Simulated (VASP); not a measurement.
A run of VASP 6.6.1 is set up as follows.

Contents of INCAR:

```
ALGO = Normal
EDIFF = 1E-6
ENCUT = 520
GGA = PE
ISIF = 2
ISMEAR = 0
LASPH = True
LCHARG = False
LREAL = False
LWAVE = False
NBANDS = 26
NELM = 100
PREC = Accurate
SIGMA = 0.1
```

The input KPOINTS:

```
k-points
0
Gamma
  6 6 4
```

File POSCAR:

```
GaAs
1.0
    3.7471616831      0.0000000000      0.0000000000
   -1.8735808416      3.2451372097      0.0000000000
    0.0000000000      0.0000000000      6.5072305183
Ga As
2 2
Direct
    0.0000000000      0.0000000000      0.0000000000
    0.0000000000      0.0000000000      0.5000000000
    0.3333333333      0.6666666667      0.7500000000
    0.6666666667      0.3333333333      0.2500000000
```

Potentials or basis: VASP PAW PBE potentials, release 64 (Ga_d, As).

Run with:

```sh
$ cat potpaw_PBE.64/Ga_d/POTCAR potpaw_PBE.64/As/POTCAR > POTCAR
$ mpirun -np 1 vasp_std > vasp.out
```

Task: Predict the band gap on the k mesh.

Result: None (metal or under the smearing width).

Task: Predict the pressure.

Result: 0.3 GPa.

Stress tensor (GPa, compression positive):
```
0.16 0.00 0.00
0.00 0.16 0.00
0.00 0.00 0.43
```
